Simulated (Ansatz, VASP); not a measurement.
**One calculation of BN, two programs**

The input INCAR:

```
SYSTEM = BN
ALGO = Normal ; EDIFF = 1E-7
ENCUT = 520 ; GGA = PE
ISIF = 2 ; ISMEAR = 0
LASPH = .TRUE. ; LCHARG = .FALSE.
LREAL = .FALSE. ; LWAVE = .FALSE.
NBANDS = 11 ; NELM = 100
PREC = Accurate ; SIGMA = 0.05
```

Contents of KPOINTS:

```
k-points
0
G
  12 12 12
  0 0 0
```

File POSCAR:

```
BN
1.0
    0.0000000000      1.8855210400      1.6679609200
    1.8855210400      0.0000000000      1.6679609200
    1.8855210400      1.8855210400      0.0000000000
B N
1 1
Direct
    0.0000000000      0.0000000000      0.0000000000
    0.7500000000      0.7500000000      0.7500000000
```

Input for Ansatz:

```yaml
crystal:
  lattice:
    - [0.0, 1.88552104, 1.66796092]
    - [1.88552104, 0.0, 1.66796092]
    - [1.88552104, 1.88552104, 0.0]
  atoms:
    - { symbol: B, position: [0.0, 0.0, 0.0] }
    - { symbol: "N", position: [0.75, 0.75, 0.75] }
basis:
  ecutwfc: 420
kpoints:
  mp_grid: { grid: [12, 12, 12] }
hamiltonian:
  xc: pbe
scf:
  occupations: { method: gaussian, width: 0.05 }
output:
  forces: true
  stress: true
  eigenvalues: true
```

Change from the starting cell: strain +0.040 along x and y, -0.080 along z, atoms carried along.

Alike in both runs: task single point; functional PBE; k mesh 12 × 12 × 12; occupations gaussian, width 0.05 eV; no spin polarisation.

|  | VASP | Ansatz |
| --- | --- | --- |
| version | VASP 6.6.1 | Ansatz 0.2.0 |
| potentials or method | VASP PAW PBE potentials, release 64 (B, N) | scalar-relativistic, plane waves, PAW |
| plane-wave cutoff (eV) | 520 | 420 |
| valence electrons in the cell | 8 | 8 |

|  | VASP | Ansatz | Ansatz less VASP |
| --- | --- | --- | --- |
| gap on the k mesh at the Fermi level (eV) | 2.56 | 2.57 | +0.012 |
| least direct gap on the mesh (eV) | 7.70 | 7.71 | +0.010 |
| pressure (GPa) | 1.3 | 1.1 | -0.23 |
| largest component of the traceless stress (GPa) | 41.78 | 41.76 | -0.019 |

A k mesh can miss the band edges.
